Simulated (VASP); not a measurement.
# KCl (Fm-3m) in VASP: a series of runs

Aim: see how the results for KCl move with the level of theory and the settings. Levels: PBEsol, r2SCAN. Tasks: single point.

Everything below comes from runs of VASP 6.6.1. Logs are shortened: lines on timing, memory, paths and dates and some standing lists are left out, and cuts for length are marked.

**Experimental background.**

A printed reference work, monograph reports, for a bulk crystal of KCl: band gap 8.68 eV.

How close the calculation comes is told below.

### Step 1. The structure

The structure is cubic, space group Fm-3m (No. 225). The conventional cell has a = 6.255 Å, b = 6.255 Å, c = 6.255 Å, α = 90.00°, β = 90.00°, γ = 90.00°. K (site symmetry m-3m) is surrounded by 6 Cl at 3.13 Å. Cl (site symmetry m-3m) has 6 K at 3.13 Å as nearest neighbours.

### Step 2. Single point, PBEsol

INCAR

```
  ALGO = Normal
  EDIFF = 1E-6
  ENCUT = 900
  GGA = PS
  ISIF = 2
  ISMEAR = 0
  LASPH = T
  LCHARG = F
  LREAL = F
  LWAVE = F
  NELM = 80
  PREC = Accurate
  SIGMA = 0.02
```

KPOINTS

```
k-points
0
Gamma
  6 6 6
```

POSCAR

```
KCl
1.0
    0.0000000000      3.1274400000      3.1274400000
    3.1274400000      0.0000000000      3.1274400000
    3.1274400000      3.1274400000      0.0000000000
K Cl
1 1
Direct
    0.0000000000      0.0000000000      0.0000000000
    0.5000000000      0.5000000000      0.5000000000
```

Potentials or basis: VASP PAW PBE potentials, release 64 (K_sv, Cl_h).

On the command line:

```console
> cat potpaw_PBE.64/K_sv/POTCAR potpaw_PBE.64/Cl_h/POTCAR > POTCAR
> mpirun -np 1 vasp_std > vasp.out
```

OUTCAR:

```text
EDIFF = 1E-6
   ENCUT = 900
   GGA = PS
   ISIF = 2
   ISMEAR = 0
   LASPH = T
   LREAL = F
   NELM = 80
   PREC = Accurate

 ion  position               nearest neighbor table
   1  0.000  0.000  0.000-
   2  0.500  0.500  0.500-

  LATTYP: Found a face centered cubic cell.
 ALAT       =     6.2548800000

  Lattice vectors:

 A1 = (   0.0000000000,   3.1274400000,   3.1274400000)
 A2 = (   3.1274400000,   0.0000000000,   3.1274400000)
 A3 = (   3.1274400000,   3.1274400000,   0.0000000000)

Analysis of symmetry for initial positions (statically):
=====================================================================
 Subroutine PRICEL returns:
 Original cell was already a primitive cell.

 Routine SETGRP: Setting up the symmetry group for a
 face centered cubic supercell.

 Subroutine GETGRP returns: Found 48 space group operations
 (whereof 48 operations were pure point group operations)
 out of a pool of 48 trial point group operations.

The static configuration has the point symmetry O_h .

Analysis of symmetry for dynamics (positions and initial velocities):
=====================================================================
 Subroutine PRICEL returns:
 Original cell was already a primitive cell.

 Routine SETGRP: Setting up the symmetry group for a
 face centered cubic supercell.

 Subroutine GETGRP returns: Found 48 space group operations
 (whereof 48 operations were pure point group operations)
 out of a pool of 48 trial point group operations.

The dynamic configuration has the point symmetry O_h .

 Subroutine INISYM returns: Found 48 space group operations
 (whereof 48 operations are pure point group operations),
 and found     1 'primitive' translations

----------------------------------------------------------------------------------------

                                     Primitive cell

  volume of cell :      61.1782

  direct lattice vectors                    reciprocal lattice vectors
     0.000000000  3.127440000  3.127440000    -0.159875169  0.159875169  0.159875169
     3.127440000  0.000000000  3.127440000     0.159875169 -0.159875169  0.159875169
     3.127440000  3.127440000  0.000000000     0.159875169  0.159875169 -0.159875169

  length of vectors
     4.422868064  4.422868064  4.422868064     0.276911916  0.276911916  0.276911916

  position of ions in fractional coordinates (direct lattice)
     0.000000000  0.000000000  0.000000000
     0.500000000  0.500000000  0.500000000

  ion indices of the primitive-cell ions
   primitive index   ion index
                 1           1
                 2           2

----------------------------------------------------------------------------------------

 KPOINTS: k-points

Automatic generation of k-mesh.
 Grid dimensions read from file:
 generate k-points for:    6    6    6

 Generating k-lattice:

  Cartesian coordinates                     Fractional coordinates (reciprocal lattice)
    -0.026645862  0.026645862  0.026645862     0.166666667  0.000000000  0.000000000
     0.026645862 -0.026645862  0.026645862     0.000000000  0.166666667  0.000000000
     0.026645862  0.026645862 -0.026645862     0.000000000  0.000000000  0.166666667

  Length of vectors
     0.046151986  0.046151986  0.046151986

  Shift w.r.t. Gamma in fractional coordinates (k-lattice)
     0.000000000  0.000000000  0.000000000

 Subroutine IBZKPT returns following result:
 ===========================================

 Found     16 irreducible k-points:

 Following reciprocal coordinates:
            Coordinates               Weight
  0.000000  0.000000  0.000000      1.000000
  0.166667  0.000000  0.000000      8.000000
  0.333333  0.000000  0.000000      8.000000
  0.500000  0.000000  0.000000      4.000000
  0.166667  0.166667  0.000000      6.000000
  0.333333  0.166667  0.000000     24.000000
[... 8 lines left out ...]
 -0.333333  0.333333  0.166667     24.000000
 -0.333333  0.500000  0.166667     12.000000
   k-points           NKPTS =     16   k-points in BZ     NKDIM =     16   number of bands    NBANDS=     12
   number of dos      NEDOS =    301   number of ions     NIONS =      2
   total plane-waves  NPLWV = 110592
   dimension x,y,z NGX =    48 NGY =   48 NGZ =   48
   dimension x,y,z NGXF=    96 NGYF=   96 NGZF=   96
   ions per type =               1   1
   NGX,Y,Z   is equivalent  to a cutoff of  18.04, 18.04, 18.04 a.u.
   NGXF,Y,Z  is equivalent  to a cutoff of  36.08, 36.08, 36.08 a.u.
 SYSTEM =  unknown system
   PREC   = accura    normal or accurate (medium, high low for compatibility)
   ISTART =      0    job   : 0-new  1-cont  2-samecut
   ICHARG =      2    charge: 1-file 2-atom 10-const
   ISPIN  =      1    spin polarized calculation?
   LNONCOLLINEAR =      F non collinear calculations
   LSORBIT =      F    spin-orbit coupling
   LASPH  =      T    aspherical Exc in radial PAW
   ENCUT  =  900.0 eV  66.15 Ry    8.13 a.u.  10.82 10.82 10.82*2*pi/ulx,y,z
   NELM   =     80;   NELMIN=  2; NELMDL= -5     # of ELM steps
   EDIFF  = 0.1E-05   stopping-criterion for ELM
   LREAL  =      F    real-space projection
   EDIFFG = 0.1E-04   stopping-criterion for IOM
   NSW    =      0    number of steps for IOM
   IBRION =     -1    ionic relax: 0-MD 1-quasi-New 2-CG
   NFREE  =      0    steps in history (QN), initial steepest desc. (CG)
   ISIF   =      2    stress and relaxation
   ISYM   =      2    0-nonsym 1-usesym 2-fastsym
   POTIM  = 0.5000    time-step for ionic-motion
   TEBEG  =    0.0;   TEEND  =   0.0 temperature during run
   PSTRESS=    0.0 pullay stress
   NELECT =      16.0000    total number of electrons
   NUPDOWN=      -1.0000    fix difference up-down
   EMIN   =  10.00;   EMAX   =-10.00  energy-range for DOS
   EFERMI =   0.00;   METHOD = LEGACY
   ISMEAR =     0;   SIGMA  =   0.02  broadening in eV -4-tet -1-fermi 0-gaus
   EFERMI_NEDOS =   21; number of points for ismear=-14 and -15
   IALGO  =     38    algorithm
   IMIX   =      4    mixing-type and parameters
     AMIX     =   0.40;   BMIX     =  1.00
     AMIX_MAG =   1.60;   BMIX_MAG =  1.00
  volume/ion in A,a.u.               =      30.59       206.43
  Fermi-wavevector in a.u.,A,eV,Ry     =   1.046926  1.978403 14.912711  1.096053
  Thomas-Fermi vector in A             =   2.181784
   LORBIT       =      0    0 simple, 1 ext, 2 COOP (PROOUT), +10 PAW based schemes
   GGA     = PS    functional components
   LHFCALC =     F    Hartree Fock is set to
   AEXX    =    0.0000 exact exchange contribution
   IVDW    =     0    specifies the selected vdW correction
   LEPSILON=     F    determine dielectric tensor
   LRPA    =     F    only Hartree local field effects (RPA)
 non-spin polarized calculation
 Gauss-broadening in eV      SIGMA  =   0.02
  energy-cutoff  :      900.00
  volume of cell :       61.18
 maximum number of plane-waves:      3812
 NGX is ok and might be reduce to    48
   NGX = 21   NGY = 21   NGZ = 21

 number of electron      16.0000001 magnetization

 Free energy of the ion-electron system (eV)
  ---------------------------------------------------
  ext. energy  EPLUGINS =         0.00000000
  ---------------------------------------------------
  free energy    TOTEN  =        -7.02510987 eV

  energy without entropy =       -7.02510987  energy(sigma->0) =       -7.02510987

 E-fermi :  -1.5116     XC(G=0):  -7.8205

 val. band max:       -1.6136411063   @ k =   0.0000   0.0000   0.0000
 cond. band min:       3.4676830192   @ k =   0.0000   0.0000   0.0000
 fundamental gap:      5.0813241255
 Fermi energy:        -1.5116365575

 k-point     1 :       0.0000    0.0000    0.0000
  band No.  band energies     occupation
      1     -28.6139      2.00000
      2     -13.7256      2.00000
      3     -12.1413      2.00000
      4     -12.1413      2.00000
      5     -12.1413      2.00000
      6      -1.6136      2.00000
      7      -1.6136      2.00000
      8      -1.6136      2.00000
      9       3.4677      0.00000
     10       6.6756      0.00000
     11       6.6756      0.00000
     12       6.6756      0.00000

 k-point     2 :       0.1667    0.0000    0.0000
  band No.  band energies     occupation
      1     -28.6108      2.00000
      2     -13.7780      2.00000
      3     -12.1438      2.00000
      4     -12.1438      2.00000
      5     -12.0746      2.00000
      6      -1.9497      2.00000
      7      -1.7060      2.00000
      8      -1.7060      2.00000
      9       4.1214      0.00000
     10       6.4917      0.00000
     11       7.0294      0.00000
     12       7.0294      0.00000

 k-point     3 :       0.3333    0.0000    0.0000
  band No.  band energies     occupation
      1     -28.6047      2.00000
      2     -13.8723      2.00000
      3     -12.1488      2.00000
      4     -12.1488      2.00000
      5     -11.9508      2.00000
      6      -2.4974      2.00000
      7      -1.8801      2.00000
      8      -1.8801      2.00000
      9       5.3490      0.00000
     10       6.5734      0.00000
     11       7.9930      0.00000
     12       7.9930      0.00000

 k-point     4 :       0.5000    0.0000    0.0000
  band No.  band energies     occupation
      1     -28.6016      2.00000
      2     -13.9155      2.00000
      3     -12.1513      2.00000
      4     -12.1513      2.00000
      5     -11.8926      2.00000
      6      -2.7323      2.00000
      7      -1.9625      2.00000
      8      -1.9625      2.00000
      9       5.8561      0.00000
     10       6.9432      0.00000
     11       8.9246      0.00000
     12       8.9246      0.00000

 k-point     5 :       0.1667    0.1667    0.0000
  band No.  band energies     occupation
      1     -28.6098      2.00000
      2     -13.7722      2.00000
      3     -12.1567      2.00000
      4     -12.1567      2.00000
      5     -12.0653      2.00000
      6      -2.0535      2.00000
      7      -1.6871      2.00000
      8      -1.6871      2.00000
      9       4.2582      0.00000
     10       5.9921      0.00000
     11       7.3982      0.00000
     12       7.3982      0.00000
[... 108 lines left out ...]
      1     -28.5982      2.00000
      2     -13.6181      2.00000
      3     -12.3005      2.00000
      4     -12.2035      2.00000
      5     -12.2035      2.00000
      6      -2.3014      2.00000
      7      -1.8461      2.00000
      8      -1.8461      2.00000
      9       4.7620      0.00000
     10       6.6865      0.00000
     11       8.3951      0.00000
     12       8.5838      0.00000

 k-point    14 :       0.5000    0.3333    0.1667
  band No.  band energies     occupation
      1     -28.6009      2.00000
      2     -13.7866      2.00000
      3     -12.2098      2.00000
      4     -12.1804      2.00000
      5     -12.0314      2.00000
      6      -2.4127      2.00000
      7      -1.9495      2.00000
      8      -1.9305      2.00000
      9       5.7804      0.00000
     10       6.1479      0.00000
     11       8.2499      0.00000
     12       8.9383      0.00000

 k-point    15 :      -0.3333    0.3333    0.1667
  band No.  band energies     occupation
      1     -28.5989      2.00000
      2     -13.7726      2.00000
      3     -12.2271      2.00000
      4     -12.2070      2.00000
      5     -12.0241      2.00000
      6      -2.3676      2.00000
      7      -2.0755      2.00000
      8      -1.9898      2.00000
      9       6.2314      0.00000
     10       6.4849      0.00000
     11       8.1019      0.00000
     12       8.3906      0.00000

 k-point    16 :      -0.3333    0.5000    0.1667
  band No.  band energies     occupation
      1     -28.5980      2.00000
      2     -13.6941      2.00000
      3     -12.2761      2.00000
      4     -12.2277      2.00000
      5     -12.0863      2.00000
      6      -2.2130      2.00000
      7      -2.0625      2.00000
      8      -1.9895      2.00000
      9       5.5102      0.00000
     10       7.2311      0.00000
     11       7.4301      0.00000
     12       8.5470      0.00000

------------------------ aborting loop because EDIFF is reached ----------------------------------------

  FORCE on cell =-STRESS in cart. coord.  units (eV):
  Direction    XX          YY          ZZ          XY          YZ          ZX
  --------------------------------------------------------------------------------------
  -------------------------------------------------------------------------------------
  Total       -0.0121022     -0.0121022     -0.0121022     -0.0000000      0.0000000      0.0000000
  in kB       -0.3169401     -0.3169401     -0.3169401     -0.0000000      0.0000000      0.0000000
  external PRESSURE =      -0.3169401 kB  Pullay stress =       0.0000000 kB

 VOLUME and BASIS-vectors are now :
 -----------------------------------------------------------------------------
  energy-cutoff  :      900.00
  volume of cell :       61.18
      direct lattice vectors                 reciprocal lattice vectors
     0.000000000  3.127440000  3.127440000    -0.159875169  0.159875169  0.159875169
     3.127440000  0.000000000  3.127440000     0.159875169 -0.159875169  0.159875169
     3.127440000  3.127440000  0.000000000     0.159875169  0.159875169 -0.159875169

 POSITION                                       TOTAL-FORCE (eV/Angst)
 -----------------------------------------------------------------------------------
      0.00000      0.00000      0.00000        -0.000000      0.000000     -0.000000
      3.12744      3.12744      3.12744         0.000000     -0.000000      0.000000
 -----------------------------------------------------------------------------------
    total drift:                               -0.000000     -0.000000     -0.000000

  FREE ENERGIE OF THE ION-ELECTRON SYSTEM (eV)
  ---------------------------------------------------
  free  energy   TOTEN  =        -7.0251098714 eV

  energy  without entropy=       -7.0251098714  energy(sigma->0) =       -7.02510987
```

Run time: 55 s. Hardware: 1 thread of Intel Xeon Platinum 8375C at 2.90GHz (Ice Lake), shared host; peak memory 0.32 GiB.

Results:

- Free energy: -7.0251 eV
- Pressure: 0.0 GPa
- Band gap on the k mesh: 5.08 eV, direct

Levels at points of the mesh, in eV from the valence-band top:
```tsv
k point	band 6	band 7	band 8	band 9	band 10	band 11
(0.00, 0.00, 0.00)	0.00	0.00	0.00	5.08	8.29	8.29
(0.50, 0.00, 0.00)	-1.12	-0.35	-0.35	7.47	8.56	10.54
(0.50, 0.50, 0.00)	-0.69	-0.23	-0.23	6.38	8.30	10.01
```

Caveat: the PAW data sets were made with another functional, which shifts forces and pressure a little.

### Step 3. Single point, r2SCAN

INCAR

```
  ALGO = Normal
  EDIFF = 1E-6
  ENCUT = 520
  ISIF = 2
  ISMEAR = 0
  LASPH = T
  LCHARG = F
  LMIXTAU = T
  LREAL = F
  LWAVE = F
  METAGGA = R2SCAN
  NELM = 80
  PREC = Accurate
  SIGMA = 0.02
```

KPOINTS is that of step 2.

POSCAR is that of step 2.

Potentials or basis: VASP PAW PBE potentials, release 64 (K_sv, Cl).

On the command line:

```console
> cat potpaw_PBE.64/K_sv/POTCAR potpaw_PBE.64/Cl/POTCAR > POTCAR
> mpirun -np 1 vasp_std > vasp.out
```

It took 2 min on 1 thread of Intel Xeon Platinum 8375C at 2.90GHz (Ice Lake), shared host; peak memory 0.21 GiB.

It converged, with:

```yaml
Free_energy: -16.5050 eV
Pressure: 0.3 GPa
Band_gap_on_the_k_mesh: 5.90 eV, direct
```

Levels at points of the mesh, in eV from the valence-band top:
```
           k point  band 4  band 5  band 6  band 7  band 8  band 9  band 10  band 11  band 12
(0.00, 0.00, 0.00)  -10.92  -10.92    0.00    0.00    0.00    5.90     9.04     9.04     9.04
(0.50, 0.00, 0.00)  -10.92  -10.68   -1.08   -0.34   -0.34    8.19     9.32    11.38    11.38
(0.50, 0.50, 0.00)  -10.97  -10.97   -0.68   -0.23   -0.23    7.02     9.30    10.81    11.15
```

Caveat: the PAW data sets were made with another functional, which shifts forces and pressure a little.

### Step 4. How close it comes

Step 2. A measured gap of KCl is 8.68 eV (a printed reference work, monograph); the calculated 5.08 eV misses it by -3.60 eV. The value is that of PBEsol, without temperature or zero-point motion. Semilocal functionals fall short of measured gaps as a rule.

Step 3. Measured gap of KCl: 8.68 eV (a printed reference work, monograph). This calculation gives 5.90 eV (-2.78 eV). The value is that of r2SCAN, without temperature or zero-point motion.
